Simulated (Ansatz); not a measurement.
Crystal: AlN.

```
CELL_PARAMETERS angstrom
0.00000 2.18399 2.18399
2.18399 0.00000 2.18399
2.18399 2.18399 0.00000
ATOMIC_POSITIONS crystal
Al 0.00000 0.00000 0.00000
N 0.25000 0.25000 0.25000
```

Measurements of this composition are mostly on another form, of space group No. 186.

| Property | Result |
| --- | --- |
| Program | Ansatz 0.2.0 |
| Task | relaxation of cell and atoms |
| Functional | RPBE |
| Potentials or basis | all-electron LAPW, scalar-relativistic |
| Basis error allowed | 0.001 eV/atom |
| k mesh | 10 × 10 × 10 |
| Occupations | fermi-dirac, width 0.05 eV |
| Spin | no spin polarisation |

At the start: volume 10.42 Å³/atom.

Problem. How do energy, volume and symmetry change on relaxing?

Solution. Over 5 steps the energy falls by 11.2 meV/atom and the volume is 10.86 Å³/atom (+4.3 %); space group F-43m (No. 216, to 0.05 Å).

Step by step:
```csv
step,energy change (eV),largest force (eV/Å),volume (Å³)
1,0.0000,0.0000,20.83
2,-0.0166,0.0000,21.26
3,-0.0225,0.0000,21.70
4,-0.0225,0.0000,21.72
5,-0.0225,0.0000,21.72
```

Final structure:
```
Al N
1.0
     0.00000    2.21461    2.21461
     2.21461    0.00000    2.21461
     2.21461    2.21461    0.00000
Al N
1 1
Direct
  0.00000 0.00000 0.00000
  0.25000 0.25000 0.25000
```
